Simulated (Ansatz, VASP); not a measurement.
**Bi in VASP and in Ansatz**

```
CELL_PARAMETERS angstrom
-4.59808 4.59808 1.31612
4.59808 -4.59808 1.31612
4.59808 4.59808 -1.31612
ATOMIC_POSITIONS crystal
Bi 0.00000 0.00000 0.00000
```

Change from the starting cell: strain +0.080 along x and y, -0.080 along z, atoms carried along.

Alike in both runs: task single point; functional PBE; dispersion D3(BJ); k mesh 10 × 10 × 10; occupations gaussian, width 0.05 eV; no spin polarisation.

```csv
,VASP,Ansatz
version,VASP 6.6.1,Ansatz 0.2.0
potentials or method,"VASP PAW PBE potentials, release 64 (Bi_d)","scalar-relativistic, plane waves, PAW"
plane-wave cutoff (eV),520,420
valence electrons in the cell,15,15
```

Ansatz gave:

| Item | Value |
| --- | --- |
| gap on the k mesh at the Fermi level (eV) | none |
| pressure (GPa) | 2.6 |
| largest component of the traceless stress (GPa) | 5.79 |

Q: What did VASP give for the same quantities?

A: gap on the k mesh at the Fermi level (eV): none; pressure (GPa): 2.5; largest component of the traceless stress (GPa): 5.74.

A gap of «none» marks a metal or a gap that the smearing closes.

Caveats: spin-orbit coupling is left out, which moves the levels of the heavy elements; pairwise dispersion overbinds metals, which lowers pressure and volume.
